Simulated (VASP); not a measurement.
# PbTe: relaxed cell and band gap, by functional

PbTe, Pm-3m (no. 221), 2 atoms in the cell.

| Functional | Volume (Å³/atom) | Change from the starting volume (fraction) | Gap, path and mesh (eV) | Time (s) |
|---|---|---|---|---|
| LDA | 28.95 | -0.097 | 0.00 | 63 |
| LDA (PW92) | 28.95 | -0.097 | 0.00 | 71 |
| LDA (VWN5) | 28.83 | -0.101 | 0.00 | 68 |
| LDA (Hedin-Lundqvist) | 28.96 | -0.096 | 0.00 | 58 |
| LDA (Wigner) | 30.00 | -0.064 | 0.00 | 52 |
| Slater exchange only | 31.41 | -0.020 | 0.00 | 42 |
| PBE exchange only | 40.39 | 0.260 | 0.00 | 93 |
| PBE | 31.65 | -0.013 | 0.00 | 62 |
| PBEsol | 29.69 | -0.074 | 0.00 | 68 |

## Input of the first row

INCAR.step1:
```
SYSTEM = TePb
ALGO     = Normal         ! electronic algorithm
EDIFF    = 1E-7           ! SCF threshold, eV
EDIFFG   = -0.005         ! ionic threshold
ENCUT    = 600            ! plane-wave cutoff, eV
GGA      = CA             ! functional
GGA_COMPAT= .False.      
IBRION   = 2              ! ionic algorithm
ISIF     = 3              ! what is computed and relaxed
ISMEAR   = 0              ! smearing method
LASPH    = .True.         ! aspherical terms in the spheres
LCHARG   = .False.        ! write CHGCAR
LREAL    = .False.        ! projectors in reciprocal space
LWAVE    = .False.        ! write WAVECAR
NELM     = 150            ! most SCF steps
NSW      = 60             ! ionic steps
PREC     = Accurate       ! precision mode
SIGMA    = 0.02           ! smearing width, eV
```

INCAR.step2, as INCAR.step1 but for:
```
- NSW = 60
+ NSW = 40
```

INCAR.step3, as INCAR.step2 but for:
```
- EDIFFG = -0.005
- IBRION = 2
- ISIF = 3
- NSW = 40
+ ISIF = 2
+ NBANDS = 17
```

KPOINTS:
```
k-points
0
Gamma
  5 5 5
```

KPOINTS_OPT:
```
path GXMGRX,MR
8
line-mode
reciprocal
 0.0000000000  0.0000000000  0.0000000000  G
 0.0000000000  0.5000000000  0.0000000000  X

 0.0000000000  0.5000000000  0.0000000000  X
 0.5000000000  0.5000000000  0.0000000000  M

 0.5000000000  0.5000000000  0.0000000000  M
 0.0000000000  0.0000000000  0.0000000000  G

 0.0000000000  0.0000000000  0.0000000000  G
 0.5000000000  0.5000000000  0.5000000000  R

 0.5000000000  0.5000000000  0.5000000000  R
 0.0000000000  0.5000000000  0.0000000000  X

 0.5000000000  0.5000000000  0.0000000000  M
 0.5000000000  0.5000000000  0.5000000000  R
```

POSCAR.step1:
```
TePb
1.0
    4.0022870000      0.0000000000      0.0000000000
    0.0000000000      4.0022870000      0.0000000000
    0.0000000000      0.0000000000      4.0022870000
Pb Te
1 1
Direct
    0.0000000000      0.0000000000      0.0000000000
    0.5000000000      0.5000000000      0.5000000000
```

Commands (each step's output is kept before the next begins):
```
cat potpaw_LDA.64/Pb_d/POTCAR potpaw_LDA.64/Te/POTCAR > POTCAR
cp INCAR.step1 INCAR
cp POSCAR.step1 POSCAR
mpirun -np 1 vasp_std > vasp.out
cp CONTCAR POSCAR
rm WAVECAR CHG
cp INCAR.step2 INCAR
mpirun -np 1 vasp_std > vasp.out
cp CONTCAR POSCAR
rm WAVECAR CHG
cp INCAR.step3 INCAR
mpirun -np 1 vasp_std > vasp.out
```

Changes of the last row against the first:
```
(all steps)
- GGA = CA
+ GGA = PS
- cat potpaw_LDA.64/Pb_d/POTCAR potpaw_LDA.64/Te/POTCAR > POTCAR
+ cat potpaw_PBE.64/Pb_d/POTCAR potpaw_PBE.64/Te/POTCAR > POTCAR
```

VASP 6.6.1 took 63 s on 1 core (AMD EPYC 7R13 (Zen 3)), a shared host.
